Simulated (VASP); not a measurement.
Here is a VASP 6.6.1 calculation.

File INCAR:

```
SYSTEM = BaTiO3
PREC = Accurate
ENCUT = 600
EDIFF = 1E-7
ISMEAR = -1
SIGMA = 0.05
LREAL = .False.
LASPH = .True.
NELM = 80
ALGO = Normal
ISIF = 3
LWAVE = .False.
LCHARG = .False.
GGA = PS
IVDW = 13
IBRION = 2
NSW = 60
EDIFFG = -0.01
```

The input KPOINTS:

```
regular mesh
0
Gamma
  7 7 7
  0 0 0
```

Contents of POSCAR:

```
BaTiO3
1.0
    3.9998000000      0.0000000000      0.0000000000
    0.0000000000      3.9998000000      0.0000000000
    0.0000000000      0.0000000000      4.0180000000
Ba Ti O
1 1 3
Direct
    0.0000000000      0.0000000000      0.0000000000
    0.5000000000      0.5000000000      0.4900000000
    0.0000000000      0.5000000000      0.5170000000
    0.5000000000      0.0000000000      0.5170000000
    0.5000000000      0.5000000000      0.0190000000
```

Potentials or basis: VASP PAW PBE potentials, release 64 (Ba_sv, Ti_sv, O).

Command:

```bash
$ cat potpaw_PBE.64/Ba_sv/POTCAR potpaw_PBE.64/Ti_sv/POTCAR potpaw_PBE.64/O/POTCAR > POTCAR
$ mpirun -np 1 vasp_std > vasp.out
```

Problem. What does it give for the relaxed volume?

Solution. 12.63 Å³/atom.

Problem. Estimate the relaxed cell.

Solution. a = 3.957 Å, b = 3.957 Å, c = 4.033 Å, α = 90.00°, β = 90.00°, γ = 90.00°.

Problem. What does it give for the space group after relaxing (to 0.05 Å)?

Solution. P4mm (No. 99).

The path:
```tsv
step	energy change (eV)	largest force (eV/Å)	pressure (GPa)	volume (Å³)
1	0.0000	0.3364	-3.85	64.28
2	0.0007	0.1811	4.71	61.45
3	-0.0200	0.1023	0.19	62.85
4	-0.0216	0.0703	0.13	62.91
5	-0.0223	0.0813	0.08	62.98
6	-0.0226	0.0405	-0.01	63.06
7	-0.0227	0.0345	-0.06	63.12
8	-0.0230	0.0325	0.04	63.10
9	-0.0230	0.0310	0.13	63.09
10	-0.0230	0.0362	-0.21	63.23
11	-0.0231	0.0227	-0.06	63.17
12	-0.0231	0.0018	0.01	63.16
```

Caveat: the PAW data sets were made with another functional, which shifts forces and pressure a little.
